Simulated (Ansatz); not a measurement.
## What strain does to KI (h-MgO type)

KI, h-MgO type, relaxed with r2SCAN in the plane-wave code Ansatz. It is hexagonal, P6_3/mmc (No. 194); conventional cell a = 6.039 Å, c = 7.039 Å, 55.58 Å³ an atom. Around K lie 5 I at 3.49–3.52 Å; around I lie 5 K at 3.49–3.52 Å.

The axes x, y and z are those of this cell:
```
K I
1.0
     6.03883    0.00000    0.00000
    -3.01941    5.22978    0.00000
     0.00000    0.00000    7.03911
K I
2 2
Cartesian
  0.0000 3.4865 1.7598
  3.0194 1.7433 5.2793
  3.0194 1.7433 1.7598
  0.0000 3.4865 5.2793
```

Unstrained: With PBE the gap is 3.789 eV and direct, at Γ. The r2SCAN gap is direct at Γ: 4.351 eV. Meshes: PBE 6×6×4, r2SCAN 6×6×4. Strains are changes of length per length. After each strain the atoms were relaxed again with r2SCAN within the symmetry that the strain leaves, so tilts or polar shifts that break it weren't tested; points keep the names that they have in the unstrained zone. Note: simulated data, non-magnetic, for a generated structure that need not be the stable one.

Changes of the least gap in eV (an overlap counts as a negative gap):
```json
{"strain": "uniaxial +5.8 % along x", "volume change (%)": "+5.8", "space group": "Cmcm", "PBE": "-0.064", "r2SCAN": "-0.050", "energy rise, r2SCAN (meV/atom)": "6.2"}
```

Uniaxial +5.8 % along x, other directions held. r2SCAN: the gap goes from 4.351 to 4.301 eV (-0.050 eV). Stress change with r2SCAN, compression positive: xx -0.61, yy -0.49, zz -0.16 GPa.

Spin-orbit coupling is left out, which matters wherever the heavy atoms make up the band edges.
